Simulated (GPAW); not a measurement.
# How AgCl (Chlorargyrite) absorbs and reflects light

Wanted: where AgCl (Chlorargyrite) starts to absorb, how strongly, and its refractive index. The cell comes from an older database entry, whose edges can differ from later determinations, mostly by under a per cent.

Program: GPAW 26.7.0. Level of theory: DFT, PBE, plane-wave PAW (GPAW data sets), scalar-relativistic, RPA, optical limit. Results are calculated unless marked as measured.

The database entry behind the starting cell differs from later determinations by our own check (an axis about 1.4 % short against later determinations), so it need not match the best structure at ambient conditions.

**1. Set-up**

The structure is cubic, space group Fm-3m (No. 225). The conventional cell has a = 5.470 Å, b = 5.470 Å, c = 5.470 Å, α = 90.00°, β = 90.00°, γ = 90.00°. Nearest to Ag lie 6 Cl at 2.73 Å. Nearest to Cl lie 6 Ag at 2.73 Å. Farther neighbours and most contacts between anions are not listed.

Coordinates:

```cif
data_structure
_symmetry_space_group_name_H-M 'Fm-3m'
_symmetry_Int_Tables_number 225
_cell_length_a 5.4700
_cell_length_b 5.4700
_cell_length_c 5.4700
_cell_angle_alpha 90.000
_cell_angle_beta 90.000
_cell_angle_gamma 90.000
_cell_volume 163.67
loop_
_atom_site_label
_atom_site_type_symbol
_atom_site_symmetry_multiplicity
_atom_site_Wyckoff_symbol
_atom_site_fract_x
_atom_site_fract_y
_atom_site_fract_z
_atom_site_occupancy
Ag1 Ag 4 a 0.00000 0.00000 0.00000 1
Cl1 Cl 4 b 0.50000 0.00000 0.00000 1
```

**2. Dielectric function, RPA**

Local fields let the induced charge screen the field inside the cell, which as a rule lowers ε, most along directions where the density is uneven.

Input file df.py:

```python
from gpaw.response.df import DielectricFunction

df = DielectricFunction('full.gpw', frequencies={'type': 'nonlinear', 'domega0': 0.03, 'omega2': 8},
                        ecut=50,
                        eta=0.15,
                        nbands=33,
                        txt='df.txt')
for direction in ['x', 'z']:
    df.get_dielectric_function(xc='RPA', direction=direction, filename=f'df_{direction}.csv')
```

On the command line:

```bash
$ OMP_NUM_THREADS=1 python df.py
```

Numbers of over 12 decimals in the logs are rounded to 6 here.

The program printed:

```text
Using integrator: PointIntegrator
NonLinearFrequencyDescriptor(from 0.000 to 87.150 eV, 528 points)
Nonperiodic BCs:  [False False False]
Using integrator: PointIntegrator
NonLinearFrequencyDescriptor(from 0.000 to 87.150 eV, 528 points)
Nonperiodic BCs:  [False False False]

Calculating chi0 body with:
    Ground state adapter containing:
    Number of spins: 1
    Number of kpoints: 1331
    Number of irreducible kpoints: 56
    Number of completely occupied states: 12
    Number of partially occupied states: 12

    Linear response parametrization:
    q_c: [0.0, 0.0, 0.0]
    Number of frequency points: 528
    Planewave cutoff: 50.0
    Number of bands: 33
    Number of planewaves: 27
    Broadening (eta): 0.15

Integrating chi0 body.

Symmetries of q_c:
    Direct symmetries (Uq -> q): 48
    Indirect symmetries (TUq -> q): 0
In total 48 allowed symmetries.

56 groups of equivalent kpoints. 95.792637% reduction.

Integral kind: spectral function

Calculating chi0 optical extensions with:
    Ground state adapter containing:
    Number of spins: 1
    Number of kpoints: 1331
    Number of irreducible kpoints: 56
    Number of completely occupied states: 12
    Number of partially occupied states: 12

    Linear response parametrization:
    Number of frequency points: 528
    Planewave cutoff: 50.0
    Number of bands: 33
    Number of planewaves: 27
    Broadening (eta): 0.15
Integrating chi0 head and wings.

Symmetries of q_c:
    Direct symmetries (Uq -> q): 48
    Indirect symmetries (TUq -> q): 0
In total 48 allowed symmetries.

56 groups of equivalent kpoints. 95.792637% reduction.

Integral kind: spectral function wings
```

Wall time 12 s (1 thread of Arm Neoverse N1, shared host); peak memory 0.24 GiB.

This step gave:

```
electronic dielectric constant ε∞, mean over x, y and z (by symmetry where fewer were run) : 4.903
main peak of Im epsilon, first axis                                                        : 4.742 eV
```

Some rows of df_x.csv (energy; Re and Im without local fields; Re and Im with them):

```text
0.000000, 5.255858, -0.000000, 4.903154, -0.000000
0.429336, 5.279539, 0.016768, 4.926001, 0.016184
0.878195, 5.357817, 0.036353, 5.001623, 0.035164
1.347938, 5.509481, 0.062411, 5.148593, 0.060616
1.840057, 5.773711, 0.103395, 5.406035, 0.101118
2.356191, 6.246677, 0.187450, 5.871043, 0.185467
2.898142, 7.276998, 0.528576, 6.899910, 0.534095
3.467895, 7.941458, 2.453385, 7.532272, 2.525808
4.067647, 7.258920, 4.224555, 6.643651, 4.343822
4.699832, 6.094950, 7.741139, 5.359140, 7.475662
5.367152, 1.679913, 5.559380, 1.167100, 5.342171
6.072622, 3.211484, 3.985686, 2.479760, 3.604314
6.819608, 2.197493, 3.113904, 1.611484, 2.757291
7.611886, 2.897869, 3.922997, 2.169102, 3.272455
8.453705, 2.077312, 5.253996, 1.791812, 4.210396
9.349861, 0.335483, 3.967558, 0.287561, 3.153005
10.305790, -0.364740, 4.061922, 0.057570, 3.219900
11.327680, 0.154412, 2.501433, 0.147435, 1.771142
12.422601, -0.847903, 2.687647, 0.174588, 2.192664
13.598673, -0.643348, 1.397166, -0.192304, 1.458025
```

The Im ε, E ∥ x or z has structure finer than the step of the table below, so its rows give means over 0.5 eV, whole bins alone (the curve runs from 0 to 14.0 eV). Peaks (eV: height): 4.75: 7.63, 6.39: 4.52, 8.64: 4.41.

Values under the direct gap are tails of Lorentzian lines. The Im ε, E ∥ x or z by photon energy; means over each step:

```
photon energy (eV)  Im ε, E ∥ x or z
               0.5            0.0191
               1.0            0.0414
               1.5            0.0718
               2.0             0.122
               2.5             0.240
               3.0             0.951
               3.5              2.56
               4.0              3.87
               4.5              5.98
               5.0              6.51
               5.5              4.77
               6.0              3.56
               6.5              3.84
               7.0              2.82
               7.5              3.11
               8.0              3.55
               8.5              4.23
               9.0              3.77
               9.5              3.07
              10.0              2.97
              10.5              2.96
              11.0              2.08
              11.5              1.82
              12.0              2.08
              12.5              2.12
              13.0              1.93
              13.5              1.62
```

Re ε, E ∥ x or z against photon energy:

```csv
photon energy (eV),"Re ε, E ∥ x or z"
0.0,4.90
0.5,4.93
1.0,5.03
1.5,5.21
2.0,5.52
2.5,6.06
3.0,7.23
3.5,7.48
4.0,7.07
4.5,6.43
5.0,3.19
5.5,1.43
6.0,2.33
6.5,1.08
7.0,1.86
7.5,2.32
8.0,2.25
8.5,1.69
9.0,0.489
9.5,0.431
10.0,0.890
10.5,-0.0780
11.0,-0.205
11.5,0.352
12.0,0.508
12.5,0.0929
13.0,0.0644
13.5,-0.292
```

Values under the direct gap are tails of Lorentzian lines. Loss function −Im 1/ε at q → 0, E ∥ x or z against energy loss; read off at these points:

| energy loss (eV) | loss function −Im 1/ε at q → 0, E ∥ x or z |
| --- | --- |
| 0.000 | 0 |
| 0.250 | 3.9e-4 |
| 0.500 | 7.8e-4 |
| 0.750 | 0.00119 |
| 1.000 | 0.00162 |
| 1.250 | 0.00209 |
| 1.500 | 0.00261 |
| 1.750 | 0.00321 |
| 2.000 | 0.00394 |
| 2.250 | 0.00488 |
| 2.500 | 0.00621 |
| 2.750 | 0.00852 |
| 3.000 | 0.0145 |
| 3.250 | 0.0344 |
| 3.500 | 0.0433 |
| 3.750 | 0.0474 |
| 4.000 | 0.0632 |
| 4.250 | 0.0644 |
| 4.500 | 0.0774 |
| 4.750 | 0.0974 |
| 5.000 | 0.128 |
| 5.250 | 0.147 |
| 5.500 | 0.205 |
| 5.750 | 0.234 |
| 5.816 | 0.242 |
| 6.000 | 0.201 |
| 6.250 | 0.183 |
| 6.500 | 0.230 |
| 6.710 | 0.290 |
| 6.750 | 0.287 |
| 7.000 | 0.244 |
| 7.250 | 0.226 |
| 7.500 | 0.204 |
| 7.750 | 0.209 |
| 8.000 | 0.202 |
| 8.250 | 0.196 |
| 8.500 | 0.202 |
| 8.750 | 0.227 |
| 9.000 | 0.268 |
| 9.250 | 0.292 |
| 9.500 | 0.319 |
| 9.750 | 0.361 |
| 9.820 | 0.369 |
| 10.000 | 0.317 |
| 10.250 | 0.296 |
| 10.500 | 0.336 |
| 10.750 | 0.385 |
| 11.000 | 0.486 |
| 11.250 | 0.553 |
| 11.328 | 0.561 |
| 11.500 | 0.539 |
| 11.750 | 0.491 |
| 12.000 | 0.455 |
| 12.250 | 0.441 |
| 12.500 | 0.458 |
| 12.750 | 0.526 |
| 13.000 | 0.514 |
| 13.250 | 0.510 |
| 13.500 | 0.624 |
| 13.750 | 0.693 |

The Im ε, E ∥ x or z has structure finer than the step of the table below, so its rows give means over 0.5 eV, whole bins alone (the curve runs from 0 to 14.0 eV). Peaks (eV: height): without local fields 4.75: 7.91, 6.39: 5.07, 8.64: 5.48, 10.17: 4.52; with local fields 4.75: 7.63, 6.39: 4.52, 8.64: 4.41.

Values under the direct gap are tails of Lorentzian lines. Table of Im ε, E ∥ x or z by photon energy; means over each step:

| photon energy (eV) | without local fields | with local fields |
| --- | --- | --- |
| 0.5 | 0.0198 | 0.0191 |
| 1.0 | 0.0427 | 0.0414 |
| 1.5 | 0.0738 | 0.0718 |
| 2.0 | 0.125 | 0.122 |
| 2.5 | 0.241 | 0.240 |
| 3.0 | 0.933 | 0.951 |
| 3.5 | 2.48 | 2.56 |
| 4.0 | 3.77 | 3.87 |
| 4.5 | 6.07 | 5.98 |
| 5.0 | 6.78 | 6.51 |
| 5.5 | 4.97 | 4.77 |
| 6.0 | 3.91 | 3.56 |
| 6.5 | 4.29 | 3.84 |
| 7.0 | 3.20 | 2.82 |
| 7.5 | 3.71 | 3.11 |
| 8.0 | 4.49 | 3.55 |
| 8.5 | 5.31 | 4.23 |
| 9.0 | 4.70 | 3.77 |
| 9.5 | 3.90 | 3.07 |
| 10.0 | 3.93 | 2.97 |
| 10.5 | 3.63 | 2.96 |
| 11.0 | 2.63 | 2.08 |
| 11.5 | 2.72 | 1.82 |
| 12.0 | 3.10 | 2.08 |
| 12.5 | 2.55 | 2.12 |
| 13.0 | 2.09 | 1.93 |
| 13.5 | 1.53 | 1.62 |

Refractive index n and extinction k against photon energy:

| photon energy (eV) | n | k |
| --- | --- | --- |
| 0.0 | 2.21 | 0 |
| 0.5 | 2.22 | 0.00427 |
| 1.0 | 2.24 | 0.00915 |
| 1.5 | 2.28 | 0.0156 |
| 2.0 | 2.35 | 0.0256 |
| 2.5 | 2.46 | 0.0464 |
| 3.0 | 2.69 | 0.143 |
| 3.5 | 2.78 | 0.494 |
| 4.0 | 2.77 | 0.786 |
| 4.5 | 2.75 | 1.05 |
| 5.0 | 2.25 | 1.37 |
| 5.5 | 1.74 | 1.27 |
| 6.0 | 1.79 | 0.938 |
| 6.5 | 1.63 | 1.25 |
| 7.0 | 1.63 | 0.892 |
| 7.5 | 1.78 | 0.915 |
| 8.0 | 1.79 | 0.977 |
| 8.5 | 1.78 | 1.21 |
| 9.0 | 1.45 | 1.27 |
| 9.5 | 1.33 | 1.16 |
| 10.0 | 1.40 | 1.03 |
| 10.5 | 1.20 | 1.24 |
| 11.0 | 0.960 | 1.06 |
| 11.5 | 1.04 | 0.857 |
| 12.0 | 1.15 | 0.903 |
| 12.5 | 1.07 | 1.02 |
| 13.0 | 1.00 | 0.970 |
| 13.5 | 0.801 | 0.966 |

At chosen wavelengths:

```csv
wavelength (nm),n,k,R (%),1/α
1064,2.25,0.011,14.9,7.7 µm
800,2.29,0.016,15.4,3.9 µm
633,2.34,0.025,16.1,2.1 µm
532,2.42,0.037,17.2,1.1 µm
450,2.56,0.072,19.2,498 nm
365,2.75,0.394,22.6,74 nm
248,2.25,1.373,27.7,14 nm
```

Below the direct gap, k and the depth come from the tails of the Lorentzian lines, not from transitions.

Rows near the edge hang on the gap, which this functional as a rule makes too small, and phonon-assisted absorption is left out.

**3. Outcome**

| Quantity | Value |
| --- | --- |
| electronic dielectric constant ε∞, mean over x, y and z (by symmetry where fewer were run) (RPA) | 4.90 |
| main peak of Im epsilon, first axis | 4.74 eV |

**Reading.** At this level (PBE, RPA) AgCl has ε∞ = 4.90 and n = 2.23 at 1550 nm, and Im ε peaks at 4.7 eV. Local fields change the static value along x from 5.26 to 4.90 (-7 %). Distinct maxima of Im ε, read by a parabola through the highest points, lie at 4.74 eV (7.6), 6.39 eV (4.5), 8.61 eV (4.4) and 10.19 eV (3.5). Excitons and phonon-assisted transitions are missing; PBE gaps are as a rule too small, which pulls the onset down and ε∞ up. The sum runs over mesh points, so small or evenly spaced maxima can still be ripples of the mesh. In this version of GPAW the matrix elements of the optical limit are incomplete, which can lower ε − 1 by up to a tenth where first-row anions or d states rule, and shift it by more in d metals.

[Machine, clock and banner lines and Python warnings are left out of the logs.]

[Logs are printed without paths, hosts, clocks, repeated set-up lines and the standing remarks that a program may print on its own settings, such as how far it seeks lower states.]

[Hosts, paths, dates, database ids (printed as entryN), source tags and the programs' standing remarks are cut or masked in the printed files.]
